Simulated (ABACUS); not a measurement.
## Ag under changes of volume

One of the cells (17.048 Å³/atom); the others are scaled copies at fixed shape and fractional positions:

```
Ag
1.0
     0.00000    2.04275    2.04275
     2.04275    0.00000    2.04275
     2.04275    2.04275    0.00000
Ag
1
Direct
  0.00000 0.00000 0.00000
```

```yaml
Program: ABACUS 3.10.1
Functional: LDA
Potentials_or_basis: PseudoDojo NC SR 0.4.1 LDA standard
Cutoff: 1361 eV
Density_cutoff: 5442 eV
Basis: DZP LCAO (the cutoffs set its grid)
k_mesh: 10 × 10 × 10
Occupations: fermi-dirac, width 0.05 eV
Spin: no spin polarisation
```

```tsv
volume (Å³/atom)	energy over the lowest point (meV/atom)	pressure (GPa)
16.025	0.00	1.2
16.366	0.49	-1.6
16.707	6.42	-4.0
17.048	?	?
17.389	32.08	-8.0
17.730	50.91	-9.6
18.071	72.72	-11.0
```

Task: What does the run at 17.048 Å³/atom give?

Result: Energy over the lowest point 17.15 meV/atom; pressure -6.1 GPa.

Worked out: A Birch-Murnaghan fit of order 3 (a polynomial in V^(-2/3)) to the other rows has its minimum at 16.17 Å³/atom with B0 = V·E''(V) = 132 GPa and B' = 5.2. It gives 17.17 meV/atom at 17.048 Å³/atom, against the run's 17.15, and -dE/dV = -6.1 GPa, against -6.1.

Energies are extrapolated to zero smearing.

Caveats: the atomic orbitals were generated for these runs and aren't a published set; the basis of atomic orbitals isn't converged, which shifts pressures, moduli and gaps.
